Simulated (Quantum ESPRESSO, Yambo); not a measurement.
## MgO (Periclase): G0W0 in Yambo against the screening cutoff

How does the gap of MgO (Periclase) converge in the screening cutoff?

Program: Yambo 5.3.0. Level of theory: PBE and many-body steps on it, plane waves. Results are calculated unless marked as measured.

Report form: the programs' logs are mostly left out.

The database entry behind the starting cell differs from later determinations by our own check (about 0.1 % long), so it need not match the best structure at ambient conditions.

### Step 1. The starting structure

The structure is cubic, space group Fm-3m (No. 225). The conventional cell has a = 4.217 Å, b = 4.217 Å, c = 4.217 Å, α = 90.00°, β = 90.00°, γ = 90.00°. Nearest to Mg lie 6 O at 2.11 Å. O has 6 Mg at 2.11 Å nearest. Farther neighbours and most contacts between anions are not listed.

As a file:

```xyz
2
Lattice="0.0000 2.1085 2.1085 2.1085 0.0000 2.1085 2.1085 2.1085 0.0000" Properties=species:S:1:pos:R:3 pbc="T T T"
Mg    0.0000    0.0000    0.0000
O     2.1085    2.1085    2.1085
```

The cell and positions come from the Crystallography Open Database and are kept as given unless a step says otherwise.

### Step 2. 3.25 Ha

This step: Yambo 5.3.0; G0W0 on PBE, plane waves, norm-conserving pseudopotentials.

G0W0 replaces the xc potential by the self-energy, built once from these orbitals. Only a window of levels is corrected, while the sums run over the empty bands that the input names.

Input file gw7.in:

```
HF_and_locXC
gw0
dyson
ppa
em1d
rim_cut
RandQpts= 1000000
RandGvec= 1 RL
EXXRLvcs= 76 Ry
VXCRLvcs= 304 Ry
Chimod= "HARTREE"
% BndsRnXp
 1 | 63 |
%
NGsBlkXp= 6.5 Ry
% LongDrXp
 1 | 1 | 1 |
%
% GbndRnge
 1 | 63 |
%
DysSolver= "n"
ExtendOut
PPAPntXp= 27.21138 eV
% QPkrange
 1 | 1 | 7 | 10 |
%
```

On the command line:

```console
OMP_NUM_THREADS=1 mpirun -n 4 yambo -F gw7.in -J gw7 -C gw7 > gw7.log
```

The job ended after 9.1 s (4 MPI ranks of Arm Neoverse V1, shared host; peak memory 1.2 GiB).

Numbers from this step:

```
G0W0 gap on the points computed              : 6.763 eV
starting gap on the mesh                     : 4.733 eV
k of the valence top                         : 0, 0, 0
k of the conduction bottom                   : 0, 0, 0
least direct G0W0 gap on the computed points : 6.763 eV
Z at the valence top                         : 0.8062
Z at the conduction bottom                   : 0.8542
```

The gap on the mesh goes from 4.73 eV to 6.76 eV, a correction of +2.03 eV.

### Step 3. 5.25 Ha

Input file gw8.in:

```
HF_and_locXC
gw0
dyson
ppa
em1d
rim_cut
RandQpts= 1000000
RandGvec= 1 RL
EXXRLvcs= 76 Ry
VXCRLvcs= 304 Ry
Chimod= "HARTREE"
% BndsRnXp
 1 | 63 |
%
NGsBlkXp= 10.5 Ry
% LongDrXp
 1 | 1 | 1 |
%
% GbndRnge
 1 | 63 |
%
DysSolver= "n"
ExtendOut
PPAPntXp= 27.21138 eV
% QPkrange
 1 | 1 | 7 | 10 |
%
```

On the command line:

```console
OMP_NUM_THREADS=1 mpirun -n 4 yambo -F gw8.in -J gw8 -C gw8 > gw8.log
```

Elapsed: 10 s, on 4 MPI ranks; peak memory 1.1 GiB; 37 s of CPU time.

This step gave:

| Quantity | Value |
| --- | --- |
| G0W0 gap on the points computed | 6.879 eV |
| starting gap on the mesh | 4.733 eV |
| k of the valence top | 0, 0, 0 |
| k of the conduction bottom | 0, 0, 0 |
| least direct G0W0 gap on the computed points | 6.879 eV |
| Z at the valence top | 0.8024 |
| Z at the conduction bottom | 0.8519 |

Against the run before, the gap moves by +0.117 eV.

### Step 4. 10.5 Ha

Input file gw9.in:

```
HF_and_locXC
gw0
dyson
ppa
em1d
rim_cut
RandQpts= 1000000
RandGvec= 1 RL
EXXRLvcs= 76 Ry
VXCRLvcs= 304 Ry
Chimod= "HARTREE"
% BndsRnXp
 1 | 63 |
%
NGsBlkXp= 21 Ry
% LongDrXp
 1 | 1 | 1 |
%
% GbndRnge
 1 | 63 |
%
DysSolver= "n"
ExtendOut
PPAPntXp= 27.21138 eV
% QPkrange
 1 | 1 | 7 | 10 |
%
```

On the command line:

```console
OMP_NUM_THREADS=1 mpirun -n 4 yambo -F gw9.in -J gw9 -C gw9 > gw9.log
```

Run time: 20 s. Hardware: 4 MPI ranks; peak memory 1.2 GiB.

This step gave:

- G0W0 gap on the points computed: 6.924 eV
- starting gap on the mesh: 4.733 eV
- k of the valence top: 0, 0, 0
- k of the conduction bottom: 0, 0, 0
- least direct G0W0 gap on the computed points: 6.924 eV

Against the run before, the gap moves by +0.044 eV.

### Step 5. 13 Ha

Input file gw10.in:

```
HF_and_locXC
gw0
dyson
ppa
em1d
rim_cut
RandQpts= 1000000
RandGvec= 1 RL
EXXRLvcs= 76 Ry
VXCRLvcs= 304 Ry
Chimod= "HARTREE"
% BndsRnXp
 1 | 63 |
%
NGsBlkXp= 26 Ry
% LongDrXp
 1 | 1 | 1 |
%
% GbndRnge
 1 | 63 |
%
DysSolver= "n"
ExtendOut
PPAPntXp= 27.21138 eV
% QPkrange
 1 | 1 | 7 | 10 |
%
```

On the command line:

```console
OMP_NUM_THREADS=1 mpirun -n 4 yambo -F gw10.in -J gw10 -C gw10 > gw10.log
```

Run time: 29 s. Hardware: 4 MPI ranks; peak memory 1.2 GiB.

This step gave:

```
G0W0 gap on the points computed              : 6.927 eV
starting gap on the mesh                     : 4.733 eV
k of the valence top                         : 0, 0, 0
k of the conduction bottom                   : 0, 0, 0
least direct G0W0 gap on the computed points : 6.927 eV
```

Against the run before, the gap moves by +0.003 eV.

### Step 6. 16.25 Ha

Input file gw11.in:

```
HF_and_locXC
gw0
dyson
ppa
em1d
rim_cut
RandQpts= 1000000
RandGvec= 1 RL
EXXRLvcs= 76 Ry
VXCRLvcs= 304 Ry
Chimod= "HARTREE"
% BndsRnXp
 1 | 63 |
%
NGsBlkXp= 32.5 Ry
% LongDrXp
 1 | 1 | 1 |
%
% GbndRnge
 1 | 63 |
%
DysSolver= "n"
ExtendOut
PPAPntXp= 27.21138 eV
% QPkrange
 1 | 1 | 7 | 10 |
%
```

On the command line:

```console
OMP_NUM_THREADS=1 mpirun -n 4 yambo -F gw11.in -J gw11 -C gw11 > gw11.log
```

Run time: 46 s. Hardware: 4 MPI ranks; peak memory 1.1 GiB; 3 min of CPU time.

This step gave:

| Quantity | Value |
| --- | --- |
| G0W0 gap on the points computed | 6.929 eV |
| starting gap on the mesh | 4.733 eV |
| k of the valence top | 0, 0, 0 |
| k of the conduction bottom | 0, 0, 0 |
| least direct G0W0 gap on the computed points | 6.929 eV |

Against the run before, the gap moves by +0.002 eV.

### Step 7. Side by side

Times are wall times on 4 MPI ranks of Arm Neoverse V1, shared host, good to a factor of about two.

| run | mesh | bands | screening cutoff (eV) | DFT gap (eV) | gap on the mesh (eV) | direct (eV) | time |
| --- | --- | --- | --- | --- | --- | --- | --- |
| 3.25 Ha | 4×4×4 | 63 | 88.4 | 4.733 | 6.763 | 6.763 | 9.1 s |
| 5.25 Ha | 4×4×4 | 63 | 142.9 | 4.733 | 6.879 | 6.879 | 10 s |
| 10.5 Ha | 4×4×4 | 63 | 285.7 | 4.733 | 6.924 | 6.924 | 20 s |
| 13 Ha | 4×4×4 | 63 | 353.7 | 4.733 | 6.927 | 6.927 | 29 s |
| 16.25 Ha | 4×4×4 | 63 | 442.2 | 4.733 | 6.929 | 6.929 | 46 s |

### Step 8. What came out

| Quantity | Value |
| --- | --- |
| 3.25 Ha | 6.763 eV |
| 5.25 Ha | 6.879 eV |
| 10.5 Ha | 6.924 eV |
| 13 Ha | 6.927 eV |
| 16.25 Ha | 6.929 eV |
| known limits | not at the basis limit; coarse k mesh |

**Reading.** The setting moved: screening cutoff. From 3.25 Ha to 16.25 Ha the gap moves by +0.17 eV, for 5.0 times the time. It holds to 0.03 eV from 10.5 Ha on. Bands and screening cutoff are coupled, so a series along one setting does not show full convergence. Bands and cutoff are finite, so the gap is not at the basis limit. The miss can reach some tenths of an eV and take either sign; the mesh is an error of its own. In the G0W0 runs levels were corrected at 1 k point alone, so a gap called «on the mesh» is the least over those, and an edge elsewhere would be missed. The 4×4×4 mesh is coarse for this cell, which bears on the long-range parts of exchange and screening.

[Paths, hosts, dates, memory and timing lines, banners, echoed tables and standing remarks are left out of the program output.]

[Logs are printed without paths, hosts, clocks, repeated set-up lines and the standing remarks that a program may print on its own settings, such as how far it seeks lower states.]

[Runs of the session that timed out or met a known fault of the program may be left out.]

[Hosts, paths, dates, database ids (printed as entryN), source tags and the programs' standing remarks are cut or masked in the printed files.]
